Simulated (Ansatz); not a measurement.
# LiF: the cost of one run

Method: DFT PBE, scalar-relativistic, plane waves, PAW, in Ansatz 0.2.0.

1 further run of the same task is left out (it didn't finish).

### 1 The system as given

It takes space group Fm-3m (No. 225, cubic). The conventional cell has a = 4.067 Å, b = 4.067 Å, c = 4.067 Å, α = 90.00°, β = 90.00°, γ = 90.00°. Li (site symmetry m-3m) is surrounded by 6 F at 2.03 Å. Around F (site symmetry m-3m) lie 6 Li at 2.03 Å.

Coordinates:

```cif
data_structure
_symmetry_space_group_name_H-M 'P 1'
_symmetry_Int_Tables_number 1
_cell_length_a 2.8759
_cell_length_b 2.8759
_cell_length_c 2.8759
_cell_angle_alpha 60.000
_cell_angle_beta 60.000
_cell_angle_gamma 60.000
_cell_volume 16.82
loop_
_atom_site_label
_atom_site_type_symbol
_atom_site_fract_x
_atom_site_fract_y
_atom_site_fract_z
_atom_site_occupancy
Li1 Li 0.00000 0.00000 0.00000 1
F1 F 0.50000 0.50000 0.50000 1
```

It is the result of an earlier relaxation at this level (volume 8.41 Å³/atom; gap on the mesh: 8.84 eV).

### 2 A bulk reference on a matched mesh

To let mesh errors cancel, the bulk is computed in a cell built on the (111) plane.

input.yaml reads:

```yaml
crystal:
  lattice:
    - [2.8758512671, 0.0, 0.0]
    - [-1.4379256335, 2.4905602548, 0.0]
    - [0.0, 0.0, 7.0443681805]
  atoms:
    - { symbol: Li, position: [0.0, 0.0, 0.0] }
    - { symbol: F, position: [1.0, 1.0, 0.5] }
    - { symbol: Li, position: [0.3333333333, 0.6666666667, 0.3333333333] }
    - { symbol: F, position: [0.6666666667, 0.3333333333, 0.1666666667] }
    - { symbol: Li, position: [0.6666666667, 0.3333333333, 0.6666666667] }
    - { symbol: F, position: [0.3333333333, 0.6666666667, 0.8333333333] }
basis:
  ecutwfc: 420
kpoints:
  mp_grid: { grid: [9, 9, 4] }
hamiltonian:
  xc: pbe
scf:
  occupations: { method: gaussian, width: 0.05 }
output:
  forces: true
  stress: true
  eigenvalues: true
```

Command:

```sh
ansatz run input.yaml --threads 2 --pin off --max-ram 5120MiB --backend cpu --events-out ev --progress --plain --runs-dir out
```

**Question.** How long does this run take on 2 threads of Arm Neoverse V1, shared host, and how much memory does it need?

About 1.4 s, with a peak of 0.32 GiB.
